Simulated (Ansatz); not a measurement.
# 3-layer 2H-MoS2 (2H stacking) in a perpendicular field

What dipole does a perpendicular field induce in the 3-layer 2H-MoS2 (2H stacking), and does the gap follow? A positive field points along +c.

Main program and level: Ansatz 0.2.0; plane-wave DFT, LDA, Ansatz PAW (set soft_1); PAW set soft_1, in the first sound run; inputs show where later runs differ.

## Step 1: Starting point

The cell holds 9 atoms: 6 S and 3 Mo. Its edges and angles: a = 3.180 Å, b = 3.180 Å, c = 62.588 Å, α = 90.0°, β = 90.0°, γ = 120.0°. Regions: layer 1: 2H-MoS2, 3 atoms (2 S and 1 Mo); layer 2: 2H-MoS2, 3 atoms (2 S and 1 Mo); layer 3: 2H-MoS2, 3 atoms (2 S and 1 Mo). Vacuum lies along c.

## Step 2: Relaxation

The starting cell is a guess, so the in-plane lattice and the atoms are relaxed first, with the slab cut off from its images along the normal.

Input file input.yaml:

```yaml
crystal:
  lattice:
    - [3.18, 0.0, 0.0]
    - [-1.59, 2.753960784, 0.0]
    - [0.0, 0.0, 62.587793216]
  atoms:
    - { symbol: S, position: [0.3333333333, 0.6666666667, 0.3738748212] }
    - { symbol: Mo, position: [0.0, 0.0, 0.399938991] }
    - { symbol: S, position: [0.3333333333, 0.6666666667, 0.4260031608] }
    - { symbol: S, position: [0.0, 0.0, 0.4739358302] }
    - { symbol: Mo, position: [0.3333333333, 0.6666666667, 0.5] }
    - { symbol: S, position: [0.0, 0.0, 0.5260641698] }
    - { symbol: S, position: [0.3333333333, 0.6666666667, 0.5739968392] }
    - { symbol: Mo, position: [0.0, 0.0, 0.600061009] }
    - { symbol: S, position: [0.3333333333, 0.6666666667, 0.6261251788] }
  periodic: [true, true, false]
kpoints:
  mp_grid: { grid: [12, 12, 1] }
hamiltonian:
  xc: lda
  pseudopotentials: { kind: paw, azcp: { folder: soft_1 }, xc_functional: pbe }
scf:
  occupations: { method: fermi_dirac, width: 0.05 }
  convergence: { dr2_threshold: 1.0e-09 }
relax:
  f_tol: 0.004
  max_steps: 90
  cell: {}
output:
  write_potential: true
  write_density: true
  volumetric_format: npy
```

Launch:

```bash
> ansatz run input.yaml --threads 4 --pin off --max-ram 6144MiB --backend cpu --events-out ev --progress --plain --runs-dir out
```

Numbers of over 12 decimals in the logs are rounded to 6 here.

What it wrote:

```text
Warning: relax.cell: scf.convergence.dr2_threshold = 1e-9 eV is looser than the 1.35336253919e-10 eV advised for a relaxation that steers and ends on the stress (1e-10 eV for each atom of the cell: 9, times the square of relax.cell.stress_2d_tol = 0.05 N/m over 25.8 Å (the atoms' height at the walk's start and 5 Å past either face), 1.939e-2 GPa, over a crystal's default 0.05). What an SCF threshold leaves in a stress goes as its square root, and in the free energy as the threshold itself, and one threshold admits the most on a small cell: [figures from the program's tests cut] Set scf.convergence.dr2_threshold to 1.35336253919e-10 eV or tighter. [rest of the remark cut]
Engine: ansatz 0.2.0, aarch64-unknown-linux-gnu
Pseudopotentials: kind: paw
Pseudopotential: S, paw, valence charge 6, recommended cutoff 420 eV (normal), soft_1/S.paw.azcp
Pseudopotential: Mo, paw, valence charge 14, recommended cutoff 420 eV (normal), soft_1/Mo.paw.azcp
Functional definition: SPW92
  exchange = slater_x
  correlation = pw_c
Crystal: 9 atoms, lattice volume = 548.119 Å³
Basis set: ecut = 420 eV, 10757 PW (Γ)
Bands: 48, of which v1, the nominal top of the filled ones, is band 39 counted from 1 (38 counted from 0)
Symmetry: 12 space group operations
Space group: P-6m2 (ITA 187), of the structure as read, at distance tolerance 8.2e-5 Å
k-points: 19 of 144 (time reversal used)
Non-local potential: S, projectors of the file, l = 0: 2, l = 1: 2, l = 2: 1
Non-local potential: Mo, projectors of the file, l = 0: 3, l = 1: 2, l = 2: 2, l = 3: 1
PAW form: soft (Blöchl's): semilocal exchange-correlation on the pseudo side does not see the compensation charge
PAW frozen core: S, regenerated for the run's functional, and the local potential with it (the file was generated under x = pbe(κ = 0.804, μ = 0.219515), c = pbe(β = 0.066725))
PAW frozen core: Mo, regenerated for the run's functional, and the local potential with it (the file was generated under x = pbe(κ = 0.804, μ = 0.219515), c = pbe(β = 0.066725))
PAW one-centre angular grid: S, 110 points (default); XC on 64 Gauss nodes
PAW one-centre angular grid: Mo, 590 points (default); XC on 64 Gauss nodes
Initial density: superposition of atomic densities (neutral atoms: chi_scale 0, normalization atom)
Initial wavefunctions: pseudopotential atomic-orbital guess
Functional: x = slater, c = lda
SCF iter   1: F=—  HF=-19758.767000 eV  |F-HF|=—  |Δ(HF+E_count)|=         —  Δρ=4.87e-2  dr2=2.09e1  ethr=3.10e-3  ⟨swp⟩=17.7  Hψ=6763  notcnv=0
preconditioner: auto → Resta (q_TF=auto, 1.971 Å⁻¹)  ε∞=3.0  [insulator: Δε(μ)=1.015 eV  Ē_g=8.340 eV  σ=0.050 eV  W_gap=1.00  n_scr=38 (ndim 8)  ℏωp=11.7 eV  f_vac=0.687  D(μ)=0.00/eV (n_scr^D=0)  ε∞_Penn≈3.0  vacuum switching on, ρ_ref=5.0e-3 e/Å³]
SCF iter   2: F=—  HF=-19756.705931 eV  |F-HF|=—  |Δ(HF+E_count)|=    2.06e0  Δρ=3.56e-2  dr2=2.15e1  ethr=3.10e-3  ⟨swp⟩=5.0  Hψ=2959  notcnv=0  defer=36
SCF iter   3: F=—  HF=-19754.278525 eV  |F-HF|=—  |Δ(HF+E_count)|=    2.43e0  Δρ=1.29e-2  dr2=8.87e-1  ethr=3.10e-3  ⟨swp⟩=5.4  Hψ=2998  notcnv=0  defer=19
SCF iter   4: F=—  HF=-19754.027167 eV  |F-HF|=—  |Δ(HF+E_count)|=   2.51e-1  Δρ=3.15e-3  dr2=9.92e-2  ethr=1.14e-3  ⟨swp⟩=3.5  Hψ=2104  notcnv=0  defer=20
SCF iter   5: F=—  HF=-19754.018024 eV  |F-HF|=—  |Δ(HF+E_count)|=   9.14e-3  Δρ=7.77e-4  dr2=2.87e-3  ethr=1.27e-4  ⟨swp⟩=4.0  Hψ=2137  notcnv=0  defer=17
SCF iter   6: F=—  HF=-19754.018330 eV  |F-HF|=—  |Δ(HF+E_count)|=   3.06e-4  Δρ=5.65e-4  dr2=5.95e-3  ethr=3.67e-6  ⟨swp⟩=3.5  Hψ=2233  notcnv=0  defer=17
SCF iter   7: F=—  HF=-19754.017785 eV  |F-HF|=—  |Δ(HF+E_count)|=   5.46e-4  Δρ=2.70e-4  dr2=9.81e-4  ethr=3.67e-6  ⟨swp⟩=3.1  Hψ=1565  notcnv=0  defer=17
SCF iter   8: F=—  HF=-19754.017655 eV  |F-HF|=—  |Δ(HF+E_count)|=   1.30e-4  Δρ=1.24e-4  dr2=1.25e-4  ethr=1.26e-6  ⟨swp⟩=3.1  Hψ=1625  notcnv=0  defer=18
SCF iter   9: F=—  HF=-19754.017652 eV  |F-HF|=—  |Δ(HF+E_count)|=   2.88e-6  Δρ=5.55e-5  dr2=9.12e-5  ethr=1.60e-7  ⟨swp⟩=3.5  Hψ=2116  notcnv=0  defer=20
SCF iter  10: F=—  HF=-19754.017647 eV  |F-HF|=—  |Δ(HF+E_count)|=   4.66e-6  Δρ=1.80e-5  dr2=7.50e-6  ethr=1.17e-7  ⟨swp⟩=2.4  Hψ=1299  notcnv=0  defer=20
SCF iter  11: F=—  HF=-19754.017633 eV  |F-HF|=—  |Δ(HF+E_count)|=   1.48e-5  Δρ=5.68e-6  dr2=2.50e-7  ethr=9.62e-9  ⟨swp⟩=2.8  Hψ=1669  notcnv=0  defer=20
SCF iter  12: F=—  HF=-19754.017652 eV  |F-HF|=—  |Δ(HF+E_count)|=   1.90e-5  Δρ=1.74e-6  dr2=3.19e-8  ethr=3.21e-10  ⟨swp⟩=3.7  Hψ=2287  notcnv=0  defer=20
SCF iter  13: F=—  HF=-19754.017652 eV  |F-HF|=—  |Δ(HF+E_count)|=   1.60e-9  Δρ=4.41e-7  dr2=1.88e-9  ethr=4.10e-11  ⟨swp⟩=3.3  Hψ=1910  notcnv=0  defer=20
SCF iter  14: F=—  HF=-19754.017652 eV  |F-HF|=—  |Δ(HF+E_count)|=  8.95e-10  Δρ=4.13e-7  dr2=3.01e-9  ethr=1.28e-12  ⟨swp⟩=13.1  Hψ=7934  notcnv=0
SCF iter  15: F=-19754.017652 eV  HF=-19754.017652 eV  |F-HF|=5.17e-10  |Δ(HF+E_count)|=  5.24e-10  Δρ=1.39e-7  dr2=2.30e-10  ethr=1.28e-12  ⟨swp⟩=8.8  Hψ=6658  notcnv=0
SCF 1 converged in 15 iterations: F = -19754.017652 eV  dr2 = 2.30e-10
  greatest PAW one-centre occupation: 0.998 electrons in one spin orbital (limit 2), on the Mo atom at site 7 (counted from 0), in its partial waves of l = 0
relax step   1: F+E_penalty+E_count = -19754.01765157 eV  Δ(F+E_penalty+E_count) = +0.000e0 eV  max|allowed force component| = 1.714e0 eV/Å  Δτ_max = 0.0000 Å  P = -18.944 N/m  Ω = 548.119 Å³  fix = [c, alpha, beta]  reactions: c -0.000 N/m  (15 SCF iters, accepted)
Crystal: 9 atoms, lattice volume = 529.444 Å³
Basis set: ecut = 420 eV, 10253 PW (Γ)
Initial density: handed on by an earlier stage of this run
Initial wavefunctions: those handed on with the density
iter 1 solved again at ethr=4.28e-4 eV; its pass at ethr=3.10e-3 eV (dr2=3.34e-1 eV) is discarded
SCF iter   1: F=—  HF=-19754.591159 eV  |F-HF|=—  |Δ(HF+E_count)|=         —  Δρ=7.12e-3  dr2=4.01e-1  ethr=4.28e-4  ⟨swp⟩=3.6  Hψ=7410  notcnv=0
eigensolver tolerance schedule calibrated: the retry pair's looser diagonalisation under-reported the residual by θ = 0.17 (0.19/decade); ethr = c·dr2/N_el runs at the constant in force after the calibration composes with the one it found (an armed cap, an earlier calibration), c = 2.6e-2
preconditioner: auto → Resta (q_TF=auto, 1.983 Å⁻¹)  ε∞=3.2  [insulator: Δε(μ)=0.948 eV  Ē_g=8.004 eV  σ=0.050 eV  W_gap=1.00  n_scr=38 (ndim 8)  ℏωp=11.9 eV  f_vac=0.696  D(μ)=0.00/eV (n_scr^D=0)  ε∞_Penn≈3.2  vacuum switching on, ρ_ref=4.6e-3 e/Å³]
SCF iter   2: F=—  HF=-19754.535188 eV  |F-HF|=—  |Δ(HF+E_count)|=   5.60e-2  Δρ=4.17e-3  dr2=1.53e-1  ethr=1.35e-4  ⟨swp⟩=5.5  Hψ=2884  notcnv=0  defer=7
[...]
SCF iter  11: F=—  HF=-19754.628011 eV  |F-HF|=—  |Δ(HF+E_count)|=   7.21e-8  Δρ=1.22e-6  dr2=1.98e-8  ethr=3.97e-10  ⟨swp⟩=2.6  Hψ=1479  notcnv=0  defer=29
SCF iter  12: F=—  HF=-19754.628011 eV  |F-HF|=—  |Δ(HF+E_count)|=  7.28e-10  Δρ=9.18e-7  dr2=1.73e-8  ethr=2.54e-11  ⟨swp⟩=3.8  Hψ=2052  notcnv=0  defer=29
SCF iter  13: F=-19754.628011 eV  HF=-19754.628011 eV  |F-HF|=1.71e-10  |Δ(HF+E_count)|=   2.14e-9  Δρ=1.50e-7  dr2=4.74e-10  ethr=1.28e-12  ⟨swp⟩=12.9  Hψ=9080  notcnv=0
SCF 3 converged in 13 iterations: F = -19754.628011 eV  dr2 = 4.74e-10
relax step   3: F+E_penalty+E_count = -19754.62801072 eV  Δ(F+E_penalty+E_count) = -1.220e-1 eV  max|allowed force component| = 1.827e-1 eV/Å  Δτ_max = 0.1927 Å  P = +1.098 N/m  Ω = 523.884 Å³  energy of the carried Pulay correction = +1.585e-3 eV  fix = [c, alpha, beta]  reactions: c +0.000 N/m  (13 SCF iters, accepted)
[...]
relax step   4: F+E_penalty+E_count = -19754.63697507 eV  Δ(F+E_penalty+E_count) = -8.964e-3 eV  max|allowed force component| = 1.912e-2 eV/Å  Δτ_max = 0.0319 Å  P = -0.451 N/m  Ω = 528.791 Å³  energy of the carried Pulay correction = +1.258e-3 eV  fix = [c, alpha, beta]  reactions: c -0.000 N/m  (11 SCF iters, accepted)
[...]
relax step   5: F+E_penalty+E_count = -19754.63716042 eV  Δ(F+E_penalty+E_count) = -1.854e-4 eV  max|allowed force component| = 2.134e-2 eV/Å  Δτ_max = 0.0085 Å  P = +0.219 N/m  Ω = 527.961 Å³  energy of the carried Pulay correction = +1.313e-3 eV  fix = [c, alpha, beta]  reactions: c +0.000 N/m  (10 SCF iters, accepted)
[...]
relax step   6: F+E_penalty+E_count = -19754.63721335 eV  Δ(F+E_penalty+E_count) = -5.292e-5 eV  max|allowed force component| = 3.809e-4 eV/Å  Δτ_max = 0.0013 Å  P = +0.008 N/m  Ω = 528.147 Å³  energy of the carried Pulay correction = +1.301e-3 eV  fix = [c, alpha, beta]  reactions: c +0.000 N/m  (7 SCF iters, accepted)
Initial wavefunctions: pseudopotential atomic-orbital guess (no wavefunctions were taken with the density)
iter 1 solved again at ethr=6.57e-7 eV; its pass at ethr=3.10e-3 eV (dr2=5.12e-4 eV) is discarded
SCF iter   1: F=—  HF=-19754.635926 eV  |F-HF|=—  |Δ(HF+E_count)|=         —  Δρ=2.40e-5  dr2=3.95e-7  ethr=6.57e-7  ⟨swp⟩=6.3  Hψ=11419  notcnv=0
eigensolver tolerance schedule: the retry pair's looser diagonalisation over-reported the residual by 1297.62 of it (diagonalisation noise at 0.38 of the residual, at the tolerance the schedule requests for it); recorded, not acted on — ethr = c·dr2/N_el stays at c = 1.0e-1
SCF iter   2: F=—  HF=-19754.635939 eV  |F-HF|=—  |Δ(HF+E_count)|=   1.32e-5  Δρ=1.20e-5  dr2=9.98e-8  ethr=5.06e-10  ⟨swp⟩=5.3  Hψ=3255  notcnv=0
SCF iter   3: F=—  HF=-19754.635939 eV  |F-HF|=—  |Δ(HF+E_count)|=   9.77e-8  Δρ=4.61e-6  dr2=1.49e-8  ethr=1.28e-10  ⟨swp⟩=3.2  Hψ=1791  notcnv=0
SCF iter   4: F=—  HF=-19754.635940 eV  |F-HF|=—  |Δ(HF+E_count)|=   2.13e-8  Δρ=1.59e-6  dr2=2.73e-8  ethr=1.91e-11  ⟨swp⟩=3.5  Hψ=2141  notcnv=0
SCF iter   5: F=-19754.635940 eV  HF=-19754.635940 eV  |F-HF|=8.69e-10  |Δ(HF+E_count)|=   3.95e-9  Δρ=2.39e-7  dr2=6.43e-10  ethr=1.28e-12  ⟨swp⟩=16.2  Hψ=9498  notcnv=0
SCF 7 converged in 5 iterations: F = -19754.635940 eV  dr2 = 6.43e-10
relax step   7: F+E_penalty+E_count = -19754.63593951 eV  Δ(F+E_penalty+E_count) = +1.274e-3 eV  max|allowed force component| = 5.003e-4 eV/Å  Δτ_max = 0.0000 Å  P = +0.003 N/m  Ω = 528.147 Å³  fix = [c, alpha, beta]  reactions: c +0.000 N/m  stress off target by 2.76e-3 N/m on what of the cell is left free  SCF on the basis re-selected at this cell (its energy is not comparable with the rows above)  (5 SCF iters)
basis re-selected at this cell: Δ(F+E_penalty+E_count) = +1.274e-3 eV, ΔP = -0.005 N/m vs the last step (what re-selecting the basis moved, of the pressure what is left beyond the Pulay correction that the steps carried, after the strain that the cell walked since its last selection, with what the two solves' SCF thresholds leave and, on support functions, any second-order correction that the steps lacked; it is no m [...]
WARN: The output density's exchange-correlation potential varies sharply where the density is thin. Do not read a vacuum level from v_tot or v_xc, or from such a field of the output density. On a cell that repeats whose density bears no net charge and no dipole along the vacuum's axis use v_es (v_loc + v_h of the components); under efield.dipole_correction with no amplitude use v_es + v_field, which holds any externa [...]
SCF converged after 5 iterations
Free energy (F): -19754.635940 eV
Harris-Foulkes:  -19754.635940 eV  (|F-HF|=8.69e-10)
Internal energy: -19754.635937 eV  (E = F + TS)
E sigma→0 (E₀):  -19754.635938 eV
Entropy (-TS):   -0.000003 eV (-0.000 meV/atom)
Fermi energy:    -5.068875 eV
--- Per-component energies (eV) ---
  E_band       = -1746.309560
  E_kinetic    = 1914.147468
  E_local      = -645205.445092  (includes V_loc(G=0)·N_el)
  E_nonlocal   = 673.036448
  E_hartree    = 321292.131482
  E_xc         = -1059.412513
  E_vxc        = -1161.700930  (∫ρ·V_xc dr)
  E_paw        = -12760.844632  (= ΣΔE_a)
  E_vpaw       = -550.614938  (= ΣTr[D̂ρ^β])
  E_aug_tail   = 0.000116  (compensation charges beyond the density's cutoff)
  E_ewald      = 315389.413154
  E_core_change = 2.337633  (= ΣΔE_core)
  E_smearing   = -0.000003  (= −TS)
  E_closure    = -0.000000  (closes the sum)
  Σ components = -19754.635940   (vs F -19754.635940, Δ=0.00e0)
--- Forces (eV/Å), atoms counted from 1 ---
  atom   1  S     -0.00000000    -0.00000000    -0.00034591
  atom   2  Mo    -0.00000000    -0.00000000    -0.00000126
  atom   3  S     -0.00000000    -0.00000000     0.00050030
  atom   4  S      0.00000000     0.00000000    -0.00027347
  atom   5  Mo    -0.00000000     0.00000000    -0.00000000
  atom   6  S      0.00000000     0.00000000     0.00027347
  atom   7  S     -0.00000000    -0.00000000    -0.00050030
  atom   8  Mo    -0.00000000    -0.00000000     0.00000126
  atom   9  S     -0.00000000    -0.00000000     0.00034591
  max |Σ_I F_I| component: 6.48e-17 eV/Å
--- 2D stress c σ (N/m, compression-positive) ---
        0.002756      -0.000000      -0.000000
        0.000000       0.002756      -0.000000
       -0.000000      -0.000000       0.000000
  P = ½ c Tr σ = 0.0028 N/m
--- Band table (eV; the first three rows and the last of 19) ---
  k-point 0: bands = [... 35 lower, -7.2110, -6.5559, -5.8564, -5.5030, -3.2549, -3.2549, -3.2350, -3.2350, ... 5 higher]
  k-point 1: bands = [... 35 lower, -6.9286, -6.5476, -5.9398, -5.6896, -3.3790, -3.3665, -3.3557, -3.2515, ... 5 higher]
  k-point 2: bands = [... 35 lower, -6.8868, -6.6422, -6.3317, -6.2596, -3.8856, -3.7367, -3.5510, -3.4914, ... 5 higher]
  k-point 18: bands = [... 35 lower, -8.2245, -6.2665, -6.1859, -6.1089, -4.3148, -4.3125, -4.3114, -3.6218, ... 5 higher]
  the weakly bound empty levels are not read free of the cell's end (no_gap_told)
--- Relaxed structure (6 steps of the walk, 6 accepted, 1 SCFs on fresh bases) ---
  F+E_penalty+E_count = -19754.63593951 eV   max|allowed force component| = 5.003e-4 eV/Å   (the final SCF, on the basis selected at the relaxed cell)
  cell:  # Å, volume = 528.1469 Å³
    - [3.121528, -3.245843389056922e-18, 0]
    - [-1.560764, 2.703323, 0]
    - [0, 0, 62.587793216]
  atoms:
    - { symbol: S, position: [0.333333, 0.666667, 0.378770] }
    - { symbol: Mo, position: [-1.3206047071109292e-18, -2.1701890401338494e-17, 0.403565] }
    - { symbol: S, position: [0.333333, 0.666667, 0.428409] }
    - { symbol: S, position: [-4.471907703242722e-19, -2.1701890401338522e-17, 0.475164] }
    - { symbol: Mo, position: [0.333333, 0.666667, 0.5] }
    - { symbol: S, position: [4.471907703245064e-19, -2.1701890401338528e-17, 0.524836] }
    - { symbol: S, position: [0.333333, 0.666667, 0.571591] }
    - { symbol: Mo, position: [1.3206047071105872e-18, -2.1701890401338485e-17, 0.596435] }
    - { symbol: S, position: [0.333333, 0.666667, 0.621230] }
```

It took 98 s on 4 threads of Arm Neoverse V2, shared host; peak memory 1.1 GiB; 6.4 min of CPU time.

The steps of the relaxation:

```
step  energy less that of the first step (eV)  largest force component (eV/Å)  volume (Å³)
   1                                   0.0000                          1.7138       548.12
   2                                  -0.4883                          0.9505       529.44
   3                                  -0.6104                          0.1827       523.88
   4                                  -0.6193                          0.0191       528.79
   5                                  -0.6195                          0.0213       527.96
   6                                  -0.6196                          0.0004       528.15
  7*                                  -0.6183                          0.0005       528.15
```

Relaxation steps marked * repeat the geometry before them on a plane-wave basis chosen anew for their cell, so energy and pressure can jump there.

The run keeps the 12 symmetry operations that it works with, so distortions that break them were not tested.

```
cell as run  before  after  change
      a (Å)   3.180  3.122  -1.8 %
      b (Å)   3.180  3.122  -1.8 %
```

The atoms that moved most (Å, along periodic axes as changes of fractional coordinates times the final cell, across vacuum about the mean position):

```
atom     dx     dy      dz  length
  S1  0.000  0.000   0.306   0.306
  S9  0.000  0.000  -0.306   0.306
 Mo2  0.000  0.000   0.227   0.227
 Mo8  0.000  0.000  -0.227   0.227
  S7  0.000  0.000  -0.151   0.151
  S3  0.000  0.000   0.151   0.151
  S4  0.000  0.000   0.077   0.077
  S6  0.000  0.000  -0.077   0.077
```

The lattice constant a goes from 3.180 to 3.122 Å.

[end of part 1 of 4]

[Logs are printed without paths, hosts, clocks, repeated set-up lines and the standing remarks that a program may print on its own settings, such as how far it seeks lower states.]

[Hosts, paths, dates, database ids (printed as entryN), source tags and the programs' standing remarks are cut or masked in the printed files.]

[Maps of the electrostatic potential energy from Ansatz leave out the sawtooth potential of an applied field or a dipole correction, so their vacuum need not be flat; planar profiles and work functions include it.]
